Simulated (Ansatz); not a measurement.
# WS2: the cost of one run

Method: DFT PBE+D3(BJ), scalar-relativistic, plane waves, PAW, in Ansatz 0.2.0.

1 further run of the same task is left out (it didn't finish).

## (1) The structure to begin with

It takes space group R3m (No. 160, trigonal). Conventional cell: a = 3.158 Å, b = 3.158 Å, c = 18.490 Å, α = 90.00°, β = 90.00°, γ = 120.00°. Around W (site symmetry 3m) lie 6 S at 2.39 to 2.42 Å. Around S (site symmetry 3m) lie 3 W at 2.39 Å. Around S (site symmetry 3m) lie 3 W at 2.42 Å.

As a file:

```xyz
3
Lattice="1.5790 0.9116 6.1633 -1.5790 0.9116 6.1633 0.0000 -1.8233 6.1633" Properties=species:S:1:pos:R:3 pbc="T T T"
W     0.0000    0.0000    0.0000
S     0.0000    0.0000   13.8730
S     0.0000    0.0000   10.7427
```

Source of the structure: the Crystallography Open Database.

## (8) Plan of the scan

Atoms count from 1 in the order of the input.

The upper layer of a bilayer is slid over the lower one; relaxed at each slide: nothing; the origin of the map has S4 above S3; the distance between the facing planes is held at 3.44 Å.

- slide of the upper layer along the first cell vector, from S4 above S3: 6 values from 0.000 to 0.833, periodic
- slide of the upper layer along the second cell vector, from S4 above S3: 6 values from 0.000 to 0.833, periodic

Nothing else is relaxed. Points are written as (first, second).

The two vectors of the plane (Å): (3.159, 0.000, 0.000); (-1.580, 2.736, 0.000).

(The set-up runs are not shown.)

## (9) Grid point (0/6, 0/6) of the map's two axes

input.yaml reads:

```yaml
crystal:
  lattice:
    - [3.1595457497, 0.0, 0.0]
    - [-1.5797728749, 2.7362468836, 0.0]
    - [0.0, 0.0, 23.8042575719]
  atoms:
    - { symbol: S, position: [0.3333333333, 0.6666666667, 0.1890418126] }
    - { symbol: W, position: [0.6666666667, 0.3333333333, 0.2552511581] }
    - { symbol: S, position: [0.3333333333, 0.6666666667, 0.3214605103] }
    - { symbol: S, position: [0.3333333333, 0.6666666667, 0.4659724737] }
    - { symbol: W, position: [0.6666666667, 0.3333333333, 0.5321818192] }
    - { symbol: S, position: [0.3333333333, 0.6666666667, 0.5983911714] }
basis:
  ecutwfc: 420
kpoints:
  mp_grid: { grid: [9, 9, 1] }
hamiltonian:
  xc: pbe
  pseudopotentials: { kind: paw, azcp: { folder: soft_1 } }
  dispersion: d3bj
scf:
  occupations: { method: gaussian, width: 0.05 }
output:
  forces: true
  eigenvalues: true
efield:
  axis: 3
  dipole_correction: true
  ramp_width: 0.04
```

On the command line:

```
ansatz run input.yaml --threads 1 --pin off --max-ram 3072MiB --backend cpu --events-out ev --progress --plain --runs-dir out
```

**Question.** How long does this run take on 1 thread of Arm Neoverse N1, shared host, and how much memory does it need?

About 19 s, with a peak of 0.38 GiB.
